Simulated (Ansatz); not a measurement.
# Mg: relaxation of cell and atoms with PBE

Crystal: Mg.

```
Mg
1.0
    -1.83599    1.83599    1.67940
     1.83599   -1.83599    1.67940
     1.83599    1.83599   -1.67940
Mg
1
Direct
  0.00000 0.00000 0.00000
```

This isn't the form of Mg at room conditions, which is hcp.

* Program: Ansatz 0.2.0
* Task: relaxation of cell and atoms
* Functional: PBE
* Potentials or basis: Ansatz PAW
* Cutoff: 420 eV (not typed: the program's choice for these potentials)
* k mesh: 11 × 11 × 11
* Occupations: fermi-dirac, width 0.05 eV
* Spin: no spin polarisation

```yaml
Relaxed_volume: 22.83 Å³/atom
Relaxed_cell: a = 3.095 Å, b = 3.095 Å, c = 3.095 Å, α = 109.47°, β = 109.47°, γ = 109.48°
Space_group_after_relaxing_to_0.05_Å: Im-3m (No. 229)
Energy_gained_by_relaxing: 3.2 meV/atom
Ionic_steps: 9
Pressure_after_relaxing: 0.0 GPa
Band_gap_on_the_k_mesh: none (metal or under the smearing width)
```

The path:
```
step  energy change (eV)  largest force (eV/Å)  volume (Å³)
   1              0.0000                0.0000        22.64
   2             -0.0007                0.0000        22.91
   3             -0.0009                0.0000        23.02
   4             -0.0014                0.0000        23.34
   5             -0.0019                0.0000        23.21
   6             -0.0028                0.0000        22.89
   7             -0.0032                0.0000        22.73
   8             -0.0032                0.0000        22.83
   9             -0.0032                0.0000        22.83
```

Final structure:
```
Mg
1.0
    -1.78724    1.78724    1.78697
     1.78724   -1.78724    1.78697
     1.78724    1.78724   -1.78697
Mg
1
Direct
  0.00000 0.00000 0.00000
```

Levels at points of the mesh, in eV from the Fermi level:
```tsv
k point	band 2	band 3	band 4	band 5	band 6	band 7	band 8	band 9
(0.00, 0.00, 0.00)	-42.78	-42.78	-42.78	-6.96	13.04	13.04	13.04	15.06
```

Wall time 8.7 s on 2 threads of Arm Neoverse V1, with other jobs on the host, peak memory 0.28 GiB.

Caveat: the plane-wave basis is chosen anew once the cell has moved, so the energies of steps on either side of that aren't comparable.
